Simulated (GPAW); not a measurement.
# MoS2 in GPAW: settings compared

One slab, MoS2, is run at these levels: r2SCAN, PBEsol; tasks: single point.

All numbers are computed with GPAW 26.7.0; they aren't measurements. Logs are shortened: lines on timing, memory, paths and dates and some standing lists are left out, and cuts for length are marked. The log counts tension as positive stress, the text compression.

## Step 1: The structure

The cell holds a slab with vacuum, 6 atoms: a = 3.185 Å, b = 3.185 Å, c = 21.671 Å, α = 90.00°, β = 90.00°, γ = 120.00°.

## Step 2: Single point, r2SCAN

Contents of run.py:

```python
from ase.dft.bandgap import bandgap
from ase.io import read, write
from ase.units import GPa
from gpaw import GPAW, PW

atoms = read('POSCAR')

calc = GPAW(mode=PW(500),
            xc='MGGA_X_R2SCAN+MGGA_C_R2SCAN',
            kpts={'size': (8, 8, 1), 'gamma': True},
            occupations={'name': 'fermi-dirac', 'width': 0.05},
            nbands=46,
            maxiter=120,
            txt='gpaw.txt')
atoms.calc = calc
energy = atoms.get_potential_energy()
forces = atoms.get_forces()
stress = atoms.get_stress()
calc.write('gs.gpw')
write('result.traj', atoms)
print(f'Energy: {energy:.6f} eV')
print('Forces (eV/A):')
print(forces.round(4))
print('Stress (GPa):', (stress / GPa).round(3))
print('Fermi level:', round(calc.get_fermi_level(), 4), 'eV')
print(f'Gap: {bandgap(calc)[0]:.4f} eV, direct: {bandgap(calc, direct=True)[0]:.4f} eV')
```

Contents of POSCAR:

```
MoS2
1.0
    3.1845414560      0.0000000000      0.0000000000
   -1.5922707280      2.7578938003      0.0000000000
    0.0000000000      0.0000000000     21.6705347200
Mo S
2 4
Direct
    0.3333333333      0.6666666667      0.8511602300
    0.6666666667      0.3333333333      0.1488397700
    0.6666666667      0.3333333333      0.7796253900
    0.3333333333      0.6666666667      0.0772510000
    0.6666666667      0.3333333333      0.9227490000
    0.3333333333      0.6666666667      0.2203746100
```

Potentials or basis: GPAW PAW data sets (gpaw-data 1.2.1), pw.

The run is started by

```bash
$ OMP_NUM_THREADS=1 python run.py
```

gpaw.txt:

```text
__  _  _
 | _ |_)|_||  |
 |__||  | ||/\| - 26.7.0

Input parameters:
  mode=PW(ecut=500.0),
  kpts=MonkhorstPack(size=(8, 8, 1), gamma=True),
  maxiter=120,
  nbands=46,
  occupations=Occupations(name='fermi-dirac', width=0.05),
  xc=XC(name='MGGA_X_R2SCAN+MGGA_C_R2SCAN')

Diagonalizing LCAO Hamiltonian
Converting LCAO to pw mode

           S

        Mo

           S

        S

           Mo

        S

Atoms  # Å, Bohr magnetons
|   | symbol |         x |        y |         z |    initial magnetic moments |
|---|--------|-----------|----------|-----------|-----------------------------|
| 0 |     Mo | -0.000000 | 1.838596 | 18.445097 | ( 0.0000,  0.0000,  0.0000) |
| 1 |     Mo |  1.592271 | 0.919298 |  3.225437 | ( 0.0000,  0.0000,  0.0000) |
| 2 |      S |  1.592271 | 0.919298 | 16.894899 | ( 0.0000,  0.0000,  0.0000) |
| 3 |      S | -0.000000 | 1.838596 |  1.674070 | ( 0.0000,  0.0000,  0.0000) |
| 4 |      S |  1.592271 | 0.919298 | 19.996464 | ( 0.0000,  0.0000,  0.0000) |
| 5 |      S | -0.000000 | 1.838596 |  4.775636 | ( 0.0000,  0.0000,  0.0000) |

Unit cell  # Å
| periodic |         x |        y |         z |   lengths |     angles |
|----------|-----------|----------|-----------|-----------|------------|
|      yes |  3.184541 | 0.000000 |  0.000000 |  3.184541 |  90.000000 |
|      yes | -1.592271 | 2.757894 |  0.000000 |  3.184541 |  90.000000 |
|      yes |  0.000000 | 0.000000 | 21.670535 | 21.670535 | 120.000000 |

Number of symmetries: 12
Symmetry operations  # r_c * U_cc + t_c -> r_c
|    | kind |            matrix            |
|----|------|------------------------------|
|  0 |  σ   |  1, 1, 0,  0,-1, 0,  0, 0, 1 |
|  1 |  S6  |  1, 1, 0, -1, 0, 0,  0, 0,-1 |
|  2 |  E   |  1, 0, 0,  0, 1, 0,  0, 0, 1 |
|  3 |  C2  |  1, 0, 0, -1,-1, 0,  0, 0,-1 |
|  4 |  C2  |  0, 1, 0,  1, 0, 0,  0, 0,-1 |
|  5 |  C3  |  0, 1, 0, -1,-1, 0,  0, 0, 1 |
|  6 |  S6  |  0,-1, 0,  1, 1, 0,  0, 0,-1 |
|  7 |  σ   |  0,-1, 0, -1, 0, 0,  0, 0, 1 |
|  8 |  σ   | -1, 0, 0,  1, 1, 0,  0, 0, 1 |
|  9 |  i   | -1, 0, 0,  0,-1, 0,  0, 0,-1 |
| 10 |  C3  | -1,-1, 0,  1, 0, 0,  0, 0, 1 |
| 11 |  C2  | -1,-1, 0,  0, 1, 0,  0, 0,-1 |

BZ-sampling:
  Number of BZ points: 64
  Number of IBZ points: 10

  Monkhorst-Pack size: [8, 8, 1]
  Monkhorst-Pack shift: [0.0625, 0.0625, 0.0]

K-points  # in reciprocal-cell coordinates
|   |                                coordinates |     weight |
|---|--------------------------------------------|------------|
| 0 | (  0.00000000,   0.00000000,   0.00000000) | 0.01562500 |
| 1 | (  0.12500000,   0.00000000,   0.00000000) | 0.09375000 |
| 2 | (  0.25000000,  -0.12500000,   0.00000000) | 0.09375000 |
| 3 | (  0.25000000,   0.00000000,   0.00000000) | 0.09375000 |
| 4 | (  0.37500000,  -0.12500000,   0.00000000) | 0.18750000 |
| 5 | (  0.37500000,   0.00000000,   0.00000000) | 0.09375000 |
| 6 | (  0.37500000,   0.37500000,   0.00000000) | 0.09375000 |
| 7 | (  0.50000000,   0.25000000,   0.00000000) | 0.09375000 |
| 8 | (  0.50000000,   0.37500000,   0.00000000) | 0.18750000 |
| 9 | (  0.50000000,   0.50000000,   0.00000000) | 0.04687500 |

Plane wave coefficients: 4850
Cutoff: 500.0 eV

Spin-components: 1 (collinear spins)
Bands:           46
Projectors:      32
Spin-degeneracy: 2
Datatype:        complex128

Parallelization:
  kpt:    1
  domain: 1
  band:   1

Density:
  Valence electrons: 52.0
  Components: 1
  Grid points: [ 18  18 112]
  Charge: 0.0  # |e|

Potential:
  Grid points: [ 18  18 112]

species:
  Mo:
    name:    Molybdenum
    Z:       42.0
    valence: 14
    core:    28
    charge:  0.0  # [|e|]
    compensation charges:
      type: gauss
      rc: 0.38  # [Å]
      lmax: 2
    cutoffs:
      filter: 2.16  # [Å]
      core: 1.42  # [Å]
    projectors
    | kind |    occ | energy [eV] | rcut [Å] |
    |------|--------|-------------|----------|
    |   4s |  2.000 |     -64.307 |    1.238 |
    |   5s |  1.000 |      -4.084 |    1.238 |
    |   4p |  6.000 |     -38.491 |    1.296 |
    |   5p |  0.000 |      -1.044 |    1.296 |
    |   4d |  5.000 |      -3.754 |    1.296 |
    |    d |        |      23.458 |    1.296 |

    Using partial waves for Mo as LCAO basis

  S:
    name:    Sulfur
    Z:       16.0
    valence: 6
    core:    10
    charge:  0.0  # [|e|]
    compensation charges:
      type: gauss
      rc: 0.24  # [Å]
      lmax: 2
    cutoffs:
      filter: 1.77  # [Å]
      core: 1.66  # [Å]
    projectors
    | kind |    occ | energy [eV] | rcut [Å] |
    |------|--------|-------------|----------|
    |   3s |  2.000 |     -17.254 |    0.974 |
    |   3p |  4.000 |      -7.008 |    0.979 |
    |    s |        |       9.957 |    0.974 |
    |    p |        |      20.203 |    0.979 |
    |    d |        |       0.000 |    0.900 |

    Using partial waves for S as LCAO basis

Reference energy: -263698.624853  # eV

eigensolver:
  PPCG
  Converge bands: occupied
  niter=2

density mixing:
  MSR1-Mixer
  Pratt-step length: 0.05
  Maximum mixing coefficient: 0.75
  Old densities: 10
  SVD Regularization: 0.005
  Good broyden scale: 1.0
  Trust region scale: 1.0
  Backstep threshold: 4.0
  History deletion threshold: 6.0
  Fourier metric: weight=20.0, sigma=0.015

occupation numbers:
  Fermi-Dirac:
    width: 0.0500  # eV

poisson solver:
  ecut: 4000.0  # eV

xc functional:
  name: MGGA_X_R2SCAN+MGGA_C_R2SCAN with 2 nearest neighbor stencil

convergence criteria:
- Maximum [total energy] change in last 3 cyles: 0.0005 eV / valence electron
- Maximum integral of absolute [dens]ity change: 0.0001 electrons / valence electron
- Maximum integral of absolute [eigenst]ate change: 4e-08 eV^2 / valence electron
maximum number of iterations: 120

SCF iterations
|iter     | |      energy | eigst |  dens |
|---------|-|-------------|-------|-------|
|iter:   1| | -101.016439 | +0.54 |       |
|iter:   2| |  -85.019600 | -0.88 | -0.99 |
|iter:   3| |  -82.994092 | -0.87 | -1.04 |
|iter:   4| |  -83.095393 | -1.95 | -1.52 |
|iter:   5| |  -83.314746 | -2.09 | -1.71 |
|iter:   6| |  -83.090937 | -2.32 | -1.68 |
|iter:   7| |  -83.093799 | -3.12 | -2.28 |
|iter:   8| |  -83.093649c| -4.33 | -2.80 |
|iter:   9| |  -83.093669c| -5.40 | -3.48 |
|iter:  10| |  -83.093671c| -6.28 | -4.10c|
|iter:  11| |  -83.093671c| -7.17 | -4.53c|
|iter:  12| |  -83.093671c| -7.62c| -5.16c|

Converged in 12 steps
Energy contributions relative to reference atoms: (reference = -263698.624853)

Energy contributions:
  Kinetic:         -27.352124
  Coulomb:          14.230089
  Zero:             -0.900484
  External:          0.000000
  Xc:              -69.071153
  Entropy:          -0.000000
  Spinorbit:         0.000000
  ----------------------------
  Free energy:     -83.093671
  Extrapolated:    -83.093671

dipole moment: (0.000001, 0.000002, 0.000012)  # |e|*Ang

Fermi level: 2.533
Eigenvalues  # (at kpt = [0.000, 0.000, 0.000])
| band index |      eig [eV] | occ [0-2] |
|------------|---------------|-----------|
|          0 |       -61.445 |     2.000 |
|        ... |               |           |
|         18 |        -0.803 |     2.000 |
|         19 |        -0.210 |     2.000 |
|         20 |        -0.210 |     2.000 |
|         21 |        -0.199 |     2.000 |
|         22 |        -0.199 |     2.000 |
|         23 |         0.015 |     2.000 |
[... 8 lines left out ...]
|         32 |         4.666 |     0.000 |
|         33 |         4.666 |     0.000 |
|        ... |               |           |
|         45 |        12.846 |     0.000 |

Gap: 1.497 eV
Transition (v -> c):
  (s=0, k=0, n=25, [0.00, 0.00, 0.00]) -> (s=0, k=6, n=26, [0.38, 0.38, 0.00])
Direct/indirect transitions are different
Direct gap: 2.044 eV
Transition at: (s=0, k=6, n=25, [0.38, 0.38, 0.00])

Forces  # eV/Ang
|        x |        y |        z |
|----------|----------|----------|
|  0.00000 |  0.00000 |  0.00475 |  # Mo   0
|  0.00000 |  0.00000 | -0.00475 |  # Mo   1
| -0.00000 |  0.00000 | -0.03975 |  # S    2
|  0.00000 |  0.00000 | -0.03046 |  # S    3
|  0.00000 | -0.00000 |  0.03046 |  # S    4
|  0.00000 |  0.00000 |  0.03975 |  # S    5

Stress tensor  # eV/Ang^3
|         x |         y |         z |
|-----------|-----------|-----------|
| -0.000267 | -0.000000 |  0.000000 |
| -0.000000 | -0.000267 |  0.000000 |
|  0.000000 |  0.000000 | -0.000824 |

# Writing to gs.gpw (mode='')
```

Run time: 2.2 min. Hardware: 1 thread of AMD EPYC 7R43 (Zen 3), shared host; peak memory 0.36 GiB.

What came out:

- Free energy: -83.0937 eV
- Largest force: 0.040 eV/Å
- Band gap on the k mesh: 1.50 eV, indirect (least direct gap 2.04 eV)

Forces on the atoms (eV/Å):
```
Mo   0.000  0.000  0.005
Mo   0.000  0.000 -0.005
S    0.000  0.000 -0.040
S    0.000  0.000 -0.030
S    0.000  0.000  0.030
S    0.000  0.000  0.040
```

Caveat: the cutoff is short for stress and forces, so pressures can be off by a GPa or more; the PAW data sets were made with another functional, which shifts forces and pressure a little.

## Step 3: Single point, PBEsol

Edit run.py of step 2 so:

```diff
@@ -1,10 +1,23 @@
+from ase import Atoms
 from ase.dft.bandgap import bandgap
-from ase.io import read, write
+from ase.io import write
 from ase.units import GPa
-from gpaw import GPAW, PW
+from gpaw import GPAW, PW, setup_paths
 
-atoms = read('POSCAR')
+setup_paths.insert(0, '.')
 
-calc = GPAW(mode=PW(500),
-            xc='MGGA_X_R2SCAN+MGGA_C_R2SCAN',
+atoms = Atoms(['Mo', 'Mo', 'S', 'S', 'S', 'S'],
+              cell=[[3.184541456, 0.0, 0.0],
+                    [-1.592270728, 2.7578938003, 0.0],
+                    [0.0, 0.0, 21.67053472]],
+              scaled_positions=[[0.3333333333, 0.6666666667, 0.85116023],
+                                [0.6666666667, 0.3333333333, 0.14883977],
+                                [0.6666666667, 0.3333333333, 0.77962539],
+                                [0.3333333333, 0.6666666667, 0.077251],
+                                [0.6666666667, 0.3333333333, 0.922749],
+                                [0.3333333333, 0.6666666667, 0.22037461]],
+              pbc=True)
+
+calc = GPAW(mode=PW(450),
+            xc='PBEsol',
             kpts={'size': (8, 8, 1), 'gamma': True},
```

Potentials or basis: PAW data sets generated in the run's folder for this functional, pw.

The run is started by

```bash
$ gpaw-setup -f PBEsol Mo S
$ OMP_NUM_THREADS=1 python run.py
```

gpaw.txt:

```text
__  _  _
 | _ |_)|_||  |
 |__||  | ||/\| - 26.7.0

Input parameters:
  mode=PW(ecut=450.00000000000006),
  kpts=MonkhorstPack(size=(8, 8, 1), gamma=True),
  maxiter=120,
  nbands=46,
  occupations=Occupations(name='fermi-dirac', width=0.05),
  xc=XC(name='PBEsol')

Diagonalizing LCAO Hamiltonian
Converting LCAO to pw mode

           S

        Mo

           S

        S

           Mo

        S

Atoms  # Å, Bohr magnetons
|   | symbol |         x |        y |         z |    initial magnetic moments |
|---|--------|-----------|----------|-----------|-----------------------------|
| 0 |     Mo | -0.000000 | 1.838596 | 18.445097 | ( 0.0000,  0.0000,  0.0000) |
| 1 |     Mo |  1.592271 | 0.919298 |  3.225437 | ( 0.0000,  0.0000,  0.0000) |
| 2 |      S |  1.592271 | 0.919298 | 16.894899 | ( 0.0000,  0.0000,  0.0000) |
| 3 |      S | -0.000000 | 1.838596 |  1.674070 | ( 0.0000,  0.0000,  0.0000) |
| 4 |      S |  1.592271 | 0.919298 | 19.996464 | ( 0.0000,  0.0000,  0.0000) |
| 5 |      S | -0.000000 | 1.838596 |  4.775636 | ( 0.0000,  0.0000,  0.0000) |

Unit cell  # Å
| periodic |         x |        y |         z |   lengths |     angles |
|----------|-----------|----------|-----------|-----------|------------|
|      yes |  3.184541 | 0.000000 |  0.000000 |  3.184541 |  90.000000 |
|      yes | -1.592271 | 2.757894 |  0.000000 |  3.184541 |  90.000000 |
|      yes |  0.000000 | 0.000000 | 21.670535 | 21.670535 | 120.000000 |

Number of symmetries: 12
Symmetry operations  # r_c * U_cc + t_c -> r_c
|    | kind |            matrix            |
|----|------|------------------------------|
|  0 |  σ   |  1, 1, 0,  0,-1, 0,  0, 0, 1 |
|  1 |  S6  |  1, 1, 0, -1, 0, 0,  0, 0,-1 |
|  2 |  E   |  1, 0, 0,  0, 1, 0,  0, 0, 1 |
|  3 |  C2  |  1, 0, 0, -1,-1, 0,  0, 0,-1 |
|  4 |  C2  |  0, 1, 0,  1, 0, 0,  0, 0,-1 |
|  5 |  C3  |  0, 1, 0, -1,-1, 0,  0, 0, 1 |
|  6 |  S6  |  0,-1, 0,  1, 1, 0,  0, 0,-1 |
|  7 |  σ   |  0,-1, 0, -1, 0, 0,  0, 0, 1 |
|  8 |  σ   | -1, 0, 0,  1, 1, 0,  0, 0, 1 |
|  9 |  i   | -1, 0, 0,  0,-1, 0,  0, 0,-1 |
| 10 |  C3  | -1,-1, 0,  1, 0, 0,  0, 0, 1 |
| 11 |  C2  | -1,-1, 0,  0, 1, 0,  0, 0,-1 |

BZ-sampling:
  Number of BZ points: 64
  Number of IBZ points: 10

  Monkhorst-Pack size: [8, 8, 1]
  Monkhorst-Pack shift: [0.0625, 0.0625, 0.0]

K-points  # in reciprocal-cell coordinates
|   |                                coordinates |     weight |
|---|--------------------------------------------|------------|
| 0 | (  0.00000000,   0.00000000,   0.00000000) | 0.01562500 |
| 1 | (  0.12500000,   0.00000000,   0.00000000) | 0.09375000 |
| 2 | (  0.25000000,  -0.12500000,   0.00000000) | 0.09375000 |
| 3 | (  0.25000000,   0.00000000,   0.00000000) | 0.09375000 |
[... 79 lines left out ...]

Reference energy: -263510.219787  # eV

eigensolver:
  PPCG
  Converge bands: occupied
  niter=2

density mixing:
  MSR1-Mixer
  Pratt-step length: 0.05
  Maximum mixing coefficient: 0.75
  Old densities: 10
  SVD Regularization: 0.005
  Good broyden scale: 1.0
  Trust region scale: 1.0
  Backstep threshold: 4.0
  History deletion threshold: 6.0
  Fourier metric: weight=20.0, sigma=0.015

occupation numbers:
  Fermi-Dirac:
    width: 0.0500  # eV

poisson solver:
  ecut: 3600.0000000000005  # eV

xc functional:
  name: PBEsol with 2 nearest neighbor stencil

convergence criteria:
- Maximum [total energy] change in last 3 cyles: 0.0005 eV / valence electron
- Maximum integral of absolute [dens]ity change: 0.0001 electrons / valence electron
- Maximum integral of absolute [eigenst]ate change: 4e-08 eV^2 / valence electron
maximum number of iterations: 120

SCF iterations
|iter     | |      energy | eigst |  dens |
|---------|-|-------------|-------|-------|
|iter:   1| |  -50.371972 | +0.48 |       |
|iter:   2| |  -49.528377 | -1.08 | -0.98 |
|iter:   3| |  -47.500509 | -1.10 | -1.06 |
|iter:   4| |  -47.357877 | -1.84 | -1.45 |
|iter:   5| |  -47.503886 | -2.26 | -1.77 |
|iter:   6| |  -47.343451 | -2.45 | -1.76 |
|iter:   7| |  -47.332169 | -3.19 | -2.12 |
|iter:   8| |  -47.332138c| -4.74 | -3.11 |
|iter:   9| |  -47.332144c| -5.80 | -3.56 |
|iter:  10| |  -47.332144c| -6.95 | -4.33c|
|iter:  11| |  -47.332144c| -7.58c| -4.87c|

Converged in 11 steps
Energy contributions relative to reference atoms: (reference = -263510.219787)

Energy contributions:
  Kinetic:          -9.878934
  Coulomb:          -3.640733
  Zero:             -0.378076
  External:          0.000000
  Xc:              -33.434400
  Entropy:          -0.000000
  Spinorbit:         0.000000
  ----------------------------
  Free energy:     -47.332144
  Extrapolated:    -47.332144

dipole moment: (0.000001, 0.000002, 0.000013)  # |e|*Ang

Fermi level: 2.576
Eigenvalues  # (at kpt = [0.000, 0.000, 0.000])
| band index |      eig [eV] | occ [0-2] |
|------------|---------------|-----------|
|          0 |       -59.260 |     2.000 |
|        ... |               |           |
|         18 |        -0.587 |     2.000 |
|         19 |         0.025 |     2.000 |
|         20 |         0.025 |     2.000 |
|         21 |         0.036 |     2.000 |
|         22 |         0.036 |     2.000 |
|         23 |         0.233 |     2.000 |
[... 8 lines left out ...]
|         32 |         4.631 |     0.000 |
|         33 |         4.631 |     0.000 |
|        ... |               |           |
|         45 |        12.315 |     0.000 |

Gap: 1.407 eV
Transition (v -> c):
  (s=0, k=0, n=25, [0.00, 0.00, 0.00]) -> (s=0, k=6, n=26, [0.38, 0.38, 0.00])
Direct/indirect transitions are different
Direct gap: 1.929 eV
Transition at: (s=0, k=6, n=25, [0.38, 0.38, 0.00])

Forces  # eV/Ang
|       x |        y |        z |
|---------|----------|----------|
| 0.00000 |  0.00000 |  0.00634 |  # Mo   0
| 0.00000 |  0.00000 | -0.00634 |  # Mo   1
| 0.00000 |  0.00000 |  0.13235 |  # S    2
| 0.00000 |  0.00000 |  0.11608 |  # S    3
| 0.00000 | -0.00000 | -0.11608 |  # S    4
| 0.00000 | -0.00000 | -0.13235 |  # S    5

Stress tensor  # eV/Ang^3
|        x |        y |        z |
|----------|----------|----------|
| 0.015741 | 0.000000 | 0.000000 |
| 0.000000 | 0.015741 | 0.000000 |
| 0.000000 | 0.000000 | 0.005850 |

# Writing to gs.gpw (mode='')
```

stdout:

```text
Energy: -47.332144 eV
Forces (eV/A):
[[ 0.      0.      0.0063]
 [ 0.      0.     -0.0063]
 [ 0.      0.      0.1324]
 [ 0.      0.      0.1161]
 [ 0.     -0.     -0.1161]
 [ 0.     -0.     -0.1324]]
Stress (GPa): [2.522 2.522 0.937 0.    0.    0.   ]
Fermi level: 2.576 eV
Gap: 1.4067 eV, direct: 1.9292 eV
```

Run time: 25 s. Hardware: 1 thread of AMD EPYC 7R43 (Zen 3), shared host; peak memory 0.21 GiB.

Results:

```yaml
Free_energy: -47.3321 eV
Largest_force: 0.132 eV/Å
Band_gap_on_the_k_mesh: 1.41 eV, indirect (least direct gap 1.93 eV)
```

Forces in eV/Å, atoms in the order of the input:
```
Mo   0.000  0.000  0.006
Mo   0.000  0.000 -0.006
S    0.000  0.000  0.132
S    0.000  0.000  0.116
S    0.000  0.000 -0.116
S    0.000  0.000 -0.132
```

Stress tensor (GPa, compression positive):
```
-2.52  0.00  0.00
 0.00 -2.52  0.00
 0.00  0.00 -0.94
```

Caveat: the cutoff is short for stress and forces, so pressures can be off by a GPa or more.
